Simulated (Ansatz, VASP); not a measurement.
# Zr2C in VASP and in Ansatz

```
Zr C
1.0
     4.52576    0.00000    0.00000
    -2.26288    3.91942    0.00000
     0.00000    0.00000    2.77993
Zr C
2 1
Direct
  0.33333 0.66667 0.00000
  0.66667 0.33333 0.00000
  0.00000 0.00000 0.50000
```

Alike in both runs: functional PBE; k mesh 6 × 6 × 6; occupations gaussian, width 0.1 eV; no spin polarisation.

Ansatz relaxed the structure, and its values are those at the end. VASP's run is a single point on that final structure, the one shown.

|  | VASP | Ansatz |
| --- | --- | --- |
| version | VASP 6.6.1 | Ansatz 0.2.0 |
| potentials or method | VASP PAW PBE potentials, release 64 (Zr_sv, C) | scalar-relativistic, plane waves, PAW |
| plane-wave cutoff (eV) | 520 | 420 |
| valence electrons in the cell | 28 | 28 |

|  | VASP | Ansatz | Ansatz less VASP |
| --- | --- | --- | --- |
| gap on the k mesh at the Fermi level (eV) | none | none | - |
| pressure (GPa) | 0.2 | 0.0 | -0.21 |

A gap of «none» marks a metal or a gap that the smearing closes.

Caveats: the k mesh is coarse (spacing up to 0.38 Å⁻¹), so the values aren't converged.
